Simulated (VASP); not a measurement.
# TiO2 (Anatase) (I4_1/amd) in VASP: notebook

One crystal, TiO2 (Anatase), is run at these levels: PBE; tasks: single point.

Program: VASP 6.6.1. These are calculated values, not measurements. Logs are shortened: lines on timing, memory, paths and dates and some standing lists are left out, and cuts for length are marked.

## Step 1: The structure

Symmetry: I4_1/amd, No. 141, tetragonal system. The conventional cell has a = 3.784 Å, b = 3.784 Å, c = 9.515 Å, α = 90.00°, β = 90.00°, γ = 90.00°. Ti (site symmetry -4m2) has 6 O at 1.93 to 1.98 Å as nearest neighbours. Around O (site symmetry 2mm) lie 3 Ti at 1.93 to 1.98 Å.

## Step 2: Single point, PBE

INCAR

```
SYSTEM = TiO2
ADDGRID = .FALSE.
ALGO = Normal
EDIFF = 1E-7
ENCUT = 460
GGA = PE
ISIF = 2
ISMEAR = 0
LASPH = .TRUE.
LCHARG = .FALSE.
LREAL = .FALSE.
LWAVE = .FALSE.
NELM = 100
PREC = Accurate
SIGMA = 0.05
```

KPOINTS

```
k-points
0
G
  6 6 6
  0 0 0
```

POSCAR

```
TiO2
1.0
   -1.8921000000      1.8921000000      4.7573000000
    1.8921000000     -1.8921000000      4.7573000000
    1.8921000000      1.8921000000     -4.7573000000
Ti O
2 4
Direct
    0.7634100000      0.2505420000      0.5022120000
    0.0240310000     -0.0225460000     -0.0109780000
    0.8032660000      0.7916050000      0.0039110000
    0.5255800000      0.0234350000      0.4817660000
    0.9615640000      0.4693800000      0.5068500000
    0.1853180000      0.2146180000     -0.0384270000
```

Potentials or basis: VASP PAW PBE potentials, release 64 (Ti, O).

Started as:

```bash
$ cat potpaw_PBE.64/Ti/POTCAR potpaw_PBE.64/O/POTCAR > POTCAR
$ mpirun -np 1 vasp_std > vasp.out
```

OUTCAR:

```text
SYSTEM = TiO2
   EDIFF = 1E-7
   ENCUT = 460
   GGA = PE
   ISIF = 2
   ISMEAR = 0
   LASPH = .TRUE.
   LREAL = .FALSE.
   NELM = 100
   PREC = Accurate

 Found    112 irreducible k-points:

 Following reciprocal coordinates:
            Coordinates               Weight
  0.000000  0.000000  0.000000      1.000000
  0.166667 -0.000000  0.000000      2.000000
 -0.000000  0.166667  0.000000      2.000000
 -0.000000  0.166667 -0.166667      2.000000
  0.166667 -0.000000 -0.166667      2.000000
  0.333333  0.000000  0.000000      2.000000
   k-points           NKPTS =    112   k-points in BZ     NKDIM =    112   number of bands    NBANDS=     20
   number of dos      NEDOS =    301   number of ions     NIONS =      6
   total plane-waves  NPLWV =  64000
   dimension x,y,z NGX =    40 NGY =   40 NGZ =   40
   dimension x,y,z NGXF=    80 NGYF=   80 NGZF=   80
   ions per type =               2   4
   NGX,Y,Z   is equivalent  to a cutoff of  12.18, 12.18, 12.18 a.u.
   NGXF,Y,Z  is equivalent  to a cutoff of  24.37, 24.37, 24.37 a.u.
 SYSTEM =  TiO2
   PREC   = accura    normal or accurate (medium, high low for compatibility)
   ISTART =      0    job   : 0-new  1-cont  2-samecut
   ICHARG =      2    charge: 1-file 2-atom 10-const
   ISPIN  =      1    spin polarized calculation?
   LNONCOLLINEAR =      F non collinear calculations
   LSORBIT =      F    spin-orbit coupling
   LASPH  =      T    aspherical Exc in radial PAW
   ENCUT  =  460.0 eV  33.81 Ry    5.81 a.u.   9.55  9.55  9.55*2*pi/ulx,y,z
   NELM   =    100;   NELMIN=  2; NELMDL= -5     # of ELM steps
   EDIFF  = 0.1E-06   stopping-criterion for ELM
   LREAL  =      F    real-space projection
   EDIFFG = 0.1E-05   stopping-criterion for IOM
   NSW    =      0    number of steps for IOM
   IBRION =     -1    ionic relax: 0-MD 1-quasi-New 2-CG
   NFREE  =      0    steps in history (QN), initial steepest desc. (CG)
   ISIF   =      2    stress and relaxation
   ISYM   =      2    0-nonsym 1-usesym 2-fastsym
   POTIM  = 0.5000    time-step for ionic-motion
   TEBEG  =    0.0;   TEEND  =   0.0 temperature during run
   PSTRESS=    0.0 pullay stress
   NELECT =      32.0000    total number of electrons
   NUPDOWN=      -1.0000    fix difference up-down
   EMIN   =  10.00;   EMAX   =-10.00  energy-range for DOS
[... 5 lines left out ...]
     AMIX     =   0.40;   BMIX     =  1.00
     AMIX_MAG =   1.60;   BMIX_MAG =  1.00
  volume/ion in A,a.u.               =      11.35        76.62
  Fermi-wavevector in a.u.,A,eV,Ry     =   1.272590  2.404847 22.034444  1.619486
  Thomas-Fermi vector in A             =   2.405460
   LORBIT       =      0    0 simple, 1 ext, 2 COOP (PROOUT), +10 PAW based schemes
   GGA     = PE    functional components
   LHFCALC =     F    Hartree Fock is set to
   AEXX    =    0.0000 exact exchange contribution
   IVDW    =     0    specifies the selected vdW correction
   LEPSILON=     F    determine dielectric tensor
   LRPA    =     F    only Hartree local field effects (RPA)
 non-spin polarized calculation
 Gauss-broadening in eV      SIGMA  =   0.05
  energy-cutoff  :      460.00
  volume of cell :       68.13
 maximum number of plane-waves:      1545
 NGX is ok and might be reduce to    40
   NGX = 19   NGY = 19   NGZ = 19

 number of electron      32.0000003 magnetization

 Free energy of the ion-electron system (eV)
  ---------------------------------------------------
  ext. energy  EPLUGINS =         0.00000000
  ---------------------------------------------------
  free energy    TOTEN  =       -52.51265531 eV

  energy without entropy =      -52.51265531  energy(sigma->0) =      -52.51265531

 E-fermi :   1.0543     XC(G=0): -10.5288

 val. band max:        0.8001779908   @ k =   0.5000   0.5000   0.0000
 cond. band min:       2.9962513280   @ k =   0.0000   0.0000   0.0000
 fundamental gap:      2.1960733372
 Fermi energy:         1.0542638295

 k-point     1 :       0.0000    0.0000    0.0000
  band No.  band energies     occupation
      1     -16.9496      2.00000
      2     -16.0539      2.00000
      3     -15.8428      2.00000
      4     -15.5296      2.00000
      5      -3.1881      2.00000
      6      -3.0603      2.00000
[... 12 lines left out ...]
     19       4.2135      0.00000
     20       4.4022      0.00000

 k-point     2 :       0.1667   -0.0000    0.0000
  band No.  band energies     occupation
      1     -16.8227      2.00000
      2     -15.9913      2.00000
      3     -15.7806      2.00000
      4     -15.5126      2.00000
      5      -3.2491      2.00000
      6      -3.1543      2.00000
[... 12 lines left out ...]
     19       3.9210      0.00000
     20       4.2986      0.00000

 k-point     3 :      -0.0000    0.1667    0.0000
  band No.  band energies     occupation
      1     -16.8195      2.00000
      2     -16.0127      2.00000
      3     -15.8039      2.00000
      4     -15.5087      2.00000
      5      -3.5193      2.00000
      6      -3.1132      2.00000
[... 12 lines left out ...]
     19       3.9630      0.00000
     20       4.2065      0.00000

 k-point     4 :      -0.0000    0.1667   -0.1667
  band No.  band energies     occupation
      1     -16.8188      2.00000
      2     -15.9917      2.00000
      3     -15.7840      2.00000
      4     -15.5131      2.00000
      5      -3.2340      2.00000
      6      -3.1958      2.00000
[... 12 lines left out ...]
     19       3.8960      0.00000
     20       4.3081      0.00000

 k-point     5 :       0.1667   -0.0000   -0.1667
  band No.  band energies     occupation
      1     -16.8216      2.00000
      2     -16.0120      2.00000
      3     -15.8020      2.00000
      4     -15.5091      2.00000
      5      -3.5098      2.00000
      6      -3.1342      2.00000
[... 12 lines left out ...]
     19       3.9887      0.00000
     20       4.1725      0.00000

 k-point     6 :       0.3333    0.0000    0.0000
  band No.  band energies     occupation
      1     -16.5749      2.00000
      2     -15.8450      2.00000
      3     -15.6691      2.00000
      4     -15.4508      2.00000
      5      -3.8186      2.00000
      6      -3.1879      2.00000
[... 12 lines left out ...]
     19       4.2749      0.00000
     20       4.4604      0.00000

 [... further k-points ...]
[... 5 lines left out ...]
  --------------------------------------------------------------------------------------
  -------------------------------------------------------------------------------------
  Total        5.2975628      7.5754507      1.1192147      0.1873097      0.3610692      0.4113618
  in kB      124.5885101    178.1600634     26.3217814      4.4051648      8.4916553      9.6744392
  external PRESSURE =     109.6901183 kB  Pullay stress =       0.0000000 kB

 VOLUME and BASIS-vectors are now :
 -----------------------------------------------------------------------------
  energy-cutoff  :      460.00
  volume of cell :       68.13
      direct lattice vectors                 reciprocal lattice vectors
    -1.892100000  1.892100000  4.757300000     0.000000000  0.264256646  0.105101633
     1.892100000 -1.892100000  4.757300000     0.264256646  0.000000000  0.105101633
     1.892100000  1.892100000 -4.757300000     0.264256646  0.264256646  0.000000000

 POSITION                                       TOTAL-FORCE (eV/Angst)
 -----------------------------------------------------------------------------------
     -0.02016      1.92063      2.43450         0.093345     -1.695344      0.030952
      3.67530      0.06736      0.05929         1.316524     -0.986903     -0.407362
     -0.01466      0.02946      7.56867         0.151299     -0.551741     -0.026273
     -0.03856      1.86166      0.31992         0.272820      0.589367      1.248931
      0.02775      1.89027      4.39619        -1.814227     -0.238454      0.141568
      1.87483      1.76395     -2.67188        -0.019762      2.883076     -0.987815
 -----------------------------------------------------------------------------------
    total drift:                               -0.000147      0.000357     -0.000425

  FREE ENERGIE OF THE ION-ELECTRON SYSTEM (eV)
  ---------------------------------------------------
  free  energy   TOTEN  =       -52.5126553069 eV

  energy  without entropy=      -52.5126553069  energy(sigma->0) =      -52.51265531
```

OSZICAR:

```text
N       E                     dE             d eps       ncg     rms          rms(c)
DAV:   1     0.376256500265E+03    0.37626E+03   -0.13499E+04  4480   0.143E+03
DAV:   2    -0.412571196054E+01   -0.38038E+03   -0.36981E+03  6136   0.357E+02
DAV:   3    -0.673099853214E+02   -0.63184E+02   -0.62602E+02  5632   0.182E+02
DAV:   4    -0.697348440049E+02   -0.24249E+01   -0.24206E+01  5624   0.416E+01
DAV:   5    -0.698155146871E+02   -0.80671E-01   -0.80650E-01  5676   0.713E+00    0.462E+01
DAV:   6    -0.537799562973E+02    0.16036E+02   -0.11712E+02  6392   0.767E+01    0.152E+01
DAV:   7    -0.530377222712E+02    0.74223E+00   -0.19958E+01  6976   0.386E+01    0.144E+01
DAV:   8    -0.528567445540E+02    0.18098E+00   -0.81531E+00  5408   0.255E+01    0.719E+00
DAV:   9    -0.525055329845E+02    0.35121E+00   -0.21686E+00  5532   0.138E+01    0.430E-01
DAV:  10    -0.525131466605E+02   -0.76137E-02   -0.81499E-02  5352   0.198E+00    0.373E-01
DAV:  11    -0.525156546052E+02   -0.25079E-02   -0.40612E-02  5392   0.138E+00    0.459E-01
DAV:  12    -0.525126202369E+02    0.30344E-02   -0.21868E-02  6784   0.122E+00    0.455E-02
DAV:  13    -0.525126513354E+02   -0.31099E-04   -0.43318E-04  4888   0.170E-01    0.192E-02
DAV:  14    -0.525126563968E+02   -0.50614E-05   -0.25791E-05  6032   0.439E-02    0.102E-02
DAV:  15    -0.525126579603E+02   -0.15635E-05   -0.50971E-05  6792   0.549E-02    0.143E-02
DAV:  16    -0.525126553765E+02    0.25838E-05   -0.85310E-06  6736   0.241E-02    0.461E-03
DAV:  17    -0.525126552899E+02    0.86658E-07   -0.31154E-06  7016   0.137E-02    0.156E-03
DAV:  18    -0.525126553069E+02   -0.17001E-07   -0.19504E-07  2800   0.393E-03
   1 F= -.52512655E+02 E0= -.52512655E+02  d E =-.119091E-14
```

stdout:

```text
POSCAR found type information on POSCAR TiO
 POSCAR found :  2 types and       6 ions
 scaLAPACK will be used
 LDA part: xc-table for (Slater+PW92), standard interpolation
 POSCAR, INCAR and KPOINTS ok, starting setup
 FFT: planning ... GRIDC
 FFT: planning ... GRID_SOFT
 FFT: planning ... GRID
 WAVECAR not read
 entering main loop
```

Run time: 3.3 min. Hardware: 1 thread of Intel Xeon Platinum 8488C (Sapphire Rapids), shared host; peak memory 0.3 GiB.

The run converged, but some of its settings lie outside the range that counts as converged, so its numbers aren't taken as properties of the crystal.

What came out:

| Quantity | Value |
| --- | --- |
| Free energy | -52.5127 eV |
| Pressure | 11.0 GPa |
| Largest force | 3.048 eV/Å |
| Band gap on the k mesh | 2.20 eV, indirect (least direct gap 2.63 eV) |

Caveat: the cutoff is under 1.25 times the usual one of these potentials, so pressure, stress and relaxed cells hold a basis-set (Pulay) error.

## Step 3: Single point, PBE

INCAR, as its differences from that of step 2:

```diff
@@ -4,3 +4,3 @@
 EDIFF = 1E-7
-ENCUT = 460
+ENCUT = 340
 GGA = PE
```

KPOINTS

```
k-points
0
G
  7 7 7
  0 0 0
```

POSCAR

```
TiO2
1.0
   -1.8921000000      1.8921000000      4.7573000000
    1.8921000000     -1.8921000000      4.7573000000
    1.8921000000      1.8921000000     -4.7573000000
Ti O
2 4
Direct
    0.7500000000      0.2500000000      0.5000000000
    0.0000000000      0.0000000000      0.0000000000
    0.7919000000      0.7919000000      0.0000000000
    0.5419000000      0.0419000000      0.5000000000
    0.9581000000      0.4581000000      0.5000000000
    0.2081000000      0.2081000000      0.0000000000
```

Potentials or basis: VASP PAW PBE potentials, release 64 (Ti, O).

Started as:

```bash
$ cat potpaw_PBE.64/Ti/POTCAR potpaw_PBE.64/O/POTCAR > POTCAR
$ mpirun -np 1 vasp_std > vasp.out
```

OUTCAR:

```text
SYSTEM = TiO2
   EDIFF = 1E-7
   ENCUT = 340
   GGA = PE
   ISIF = 2
   ISMEAR = 0
   LASPH = .TRUE.
   LREAL = .FALSE.
   NELM = 100
   PREC = Accurate

 Found     40 irreducible k-points:

 Following reciprocal coordinates:
            Coordinates               Weight
  0.000000  0.000000  0.000000      1.000000
  0.142857  0.000000  0.000000      8.000000
  0.285714  0.000000  0.000000      8.000000
  0.428571 -0.000000  0.000000      8.000000
  0.142857  0.142857  0.000000      8.000000
  0.285714  0.142857  0.000000     16.000000
   k-points           NKPTS =     40   k-points in BZ     NKDIM =     40   number of bands    NBANDS=     20
   number of dos      NEDOS =    301   number of ions     NIONS =      6
   total plane-waves  NPLWV =  46656
   dimension x,y,z NGX =    36 NGY =   36 NGZ =   36
   dimension x,y,z NGXF=    72 NGYF=   72 NGZF=   72
   ions per type =               2   4
   NGX,Y,Z   is equivalent  to a cutoff of  10.96, 10.96, 10.96 a.u.
   NGXF,Y,Z  is equivalent  to a cutoff of  21.93, 21.93, 21.93 a.u.
 SYSTEM =  TiO2
   PREC   = accura    normal or accurate (medium, high low for compatibility)
   ISTART =      0    job   : 0-new  1-cont  2-samecut
   ICHARG =      2    charge: 1-file 2-atom 10-const
   ISPIN  =      1    spin polarized calculation?
   LNONCOLLINEAR =      F non collinear calculations
[... 55 lines left out ...]

 val. band max:        0.6872107119   @ k =  -0.4286   0.4286   0.0000
 cond. band min:       2.6298401824   @ k =   0.0000   0.0000   0.0000
 fundamental gap:      1.9426294705
 Fermi energy:         0.9612777964

 k-point     1 :       0.0000    0.0000    0.0000
  band No.  band energies     occupation
      1     -17.0563      2.00000
      2     -16.0127      2.00000
      3     -16.0070      2.00000
      4     -15.5519      2.00000
      5      -3.3200      2.00000
      6      -3.1920      2.00000
[... 127 lines left out ...]
     19       3.9429      0.00000
     20       4.1561      0.00000

 [... further k-points ...]
[... 5 lines left out ...]
  --------------------------------------------------------------------------------------
  -------------------------------------------------------------------------------------
  Total       -5.5354138     -5.5354138     -5.4098263      0.0000000      0.0000000      0.0000000
  in kB     -130.1823094   -130.1823094   -127.2287318      0.0000000      0.0000000      0.0000000
  external PRESSURE =    -129.1977836 kB  Pullay stress =       0.0000000 kB

 VOLUME and BASIS-vectors are now :
 -----------------------------------------------------------------------------
  energy-cutoff  :      340.00
  volume of cell :       68.13
      direct lattice vectors                 reciprocal lattice vectors
    -1.892100000  1.892100000  4.757300000     0.000000000  0.264256646  0.105101633
     1.892100000 -1.892100000  4.757300000     0.264256646  0.000000000  0.105101633
     1.892100000  1.892100000 -4.757300000     0.264256646  0.264256646  0.000000000

 POSITION                                       TOTAL-FORCE (eV/Angst)
 -----------------------------------------------------------------------------------
      0.00000      1.89210      2.37865        -0.000000     -0.000000      0.000000
      0.00000      0.00000      0.00000        -0.000000     -0.000000      0.000000
      0.00000      0.00000      7.53461        -0.000000      0.000000     -0.104204
      0.00000      1.89210      0.39866         0.000000     -0.000000     -0.104204
      0.00000      1.89210      4.35864         0.000000     -0.000000      0.104204
      0.00000      0.00000      1.97999        -0.000000      0.000000      0.104204
 -----------------------------------------------------------------------------------
    total drift:                               -0.000000     -0.000000     -0.000000

  FREE ENERGIE OF THE ION-ELECTRON SYSTEM (eV)
  ---------------------------------------------------
  free  energy   TOTEN  =       -53.1570275531 eV

  energy  without entropy=      -53.1570275531  energy(sigma->0) =      -53.15702755
```

Run time: 40 s. Hardware: 1 thread of Intel Xeon Platinum 8488C (Sapphire Rapids), shared host; peak memory 0.2 GiB.

The run converged, but a check on its numbers failed (symmetry, net force, bounds or a known fault of this set-up), so they aren't taken as properties of the crystal.

Caveat: the cutoff lies under the usual one of these potentials, so the numbers hold a large basis-set error; an odd mesh through Γ misses points on the zone boundary, where band edges often lie.

[end of part 1 of 3]
